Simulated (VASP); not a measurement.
A run of VASP 6.6.1 is set up as follows.

File INCAR:

```
PREC = Accurate
ENCUT = 520
EDIFF = 1E-6
ISMEAR = -1
SIGMA = 0.05
LREAL = F
LASPH = T
NELM = 100
ALGO = Normal
ISIF = 2
LWAVE = F
LCHARG = F
ISPIN = 2
MAGMOM = 4
LORBIT = 11
LMAXMIX = 6
GGA = PE
NBANDS = 18
```

File KPOINTS:

```
Automatic mesh
0
Gamma
  7 7 7
```

The input POSCAR:

```
Pm
1.0
    0.0000000000      2.5841748100      2.5841748100
    2.5841748100      0.0000000000      2.5841748100
    2.5841748100      2.5841748100      0.0000000000
Pm
1
Direct
    0.0000000000      0.0000000000      0.0000000000
```

Contents of KPOINTS_OPT:

```
path GXWKGLUWLK,UX
15
line-mode
reciprocal
 0.0000000000  0.0000000000  0.0000000000  G
 0.5000000000  0.0000000000  0.5000000000  X

 0.5000000000  0.0000000000  0.5000000000  X
 0.5000000000  0.2500000000  0.7500000000  W

 0.5000000000  0.2500000000  0.7500000000  W
 0.3750000000  0.3750000000  0.7500000000  K

 0.3750000000  0.3750000000  0.7500000000  K
 0.0000000000  0.0000000000  0.0000000000  G

 0.0000000000  0.0000000000  0.0000000000  G
 0.5000000000  0.5000000000  0.5000000000  L

 0.5000000000  0.5000000000  0.5000000000  L
 0.6250000000  0.2500000000  0.6250000000  U

 0.6250000000  0.2500000000  0.6250000000  U
 0.5000000000  0.2500000000  0.7500000000  W

 0.5000000000  0.2500000000  0.7500000000  W
 0.5000000000  0.5000000000  0.5000000000  L

 0.5000000000  0.5000000000  0.5000000000  L
 0.3750000000  0.3750000000  0.7500000000  K

 0.6250000000  0.2500000000  0.6250000000  U
 0.5000000000  0.0000000000  0.5000000000  X
```

Potentials or basis: VASP PAW PBE potentials, release 64 (Pm).

Launch:

```console
$ cat potpaw_PBE.64/Pm/POTCAR > POTCAR
$ mpirun -np 1 vasp_std > vasp.out
```

(1) What does it give for the site moments?

(2) Estimate the band gap along the path.

(3) Predict the net moment.

(4) Estimate the pressure.

Answers

(1) Pm +4.66 μB.

(2) none (metal or under the smearing width).

(3) 5.42 μB per cell.

(4) 0.4 GPa.

Caveat: the magnetic or orbital state may not be the lowest; spin-orbit coupling is left out, which moves the levels of the heavy elements.
